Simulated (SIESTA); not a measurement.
Crystal: SiNi.

```
Ni Si
1.0
     2.94277    0.00000    0.00000
     0.00000    3.28033    0.00000
     0.00000    0.00000    4.67745
Ni Si
2 2
Cartesian
  1.4714 1.6402 1.6020
  0.0000 0.0000 3.0754
  1.4714 1.6402 3.9438
  0.0000 0.0000 0.7337
```

The cell is a database's computed one.

```yaml
Program: SIESTA 5.4.2
Task: single point
Functional: PBEsol
Potentials_or_basis: PseudoDojo 0.4 standard (PBEsol files)
Basis: DZP (energy shift 0.003 Ry; two zetas on semicore shells)
Grid_cutoff: 800 Ry
Energy_shift: 0.003 Ry
k_mesh: 9 × 8 × 6
Occupations: fermi-dirac, width 0.05 eV
Spin: collinear spin, ferromagnetic start
Starting_moments: "[1.0, 1.0, 0.0, 0.0] μB"
```

On this cell: pressure 0.0 GPa; largest force 0.147 eV/Å; net moment 0.00 μB per cell; band gap on the k mesh none (metal or under the smearing width).

The same run follows on a disturbed copy (atoms moved at random, drawn with an rms of 0.05 Å):

```
Ni Si
1.0
     2.94277    0.00000    0.00000
     0.00000    3.28033    0.00000
     0.00000    0.00000    4.67745
Ni Si
2 2
Direct
  0.49231 0.49907 0.33863
  0.99697 0.99110 0.65411
  0.50116 0.50926 0.84485
  0.99226 0.00146 0.15428
```

What changes?

The energy (extrapolated to zero smearing) moves by +5.0 meV/atom; pressure 0.0 GPa; largest force 0.602 eV/Å; net moment 0.00 μB per cell; band gap on the k mesh none (metal or under the smearing width).

Forces on the atoms (eV/Å):
```
Ni   0.052 -0.007  0.387
Ni   0.006  0.391 -0.077
Si  -0.112 -0.400 -0.435
Si   0.055  0.016  0.126
```

Stress tensor (GPa, compression positive):
```
 0.04  0.14  0.18
 0.14 -0.12 -0.26
 0.18 -0.26  0.22
```

Caveats: short orbitals over semicore shells can move pressures by several GPa; the basis of atomic orbitals isn't converged, which shifts pressures, moduli and gaps.
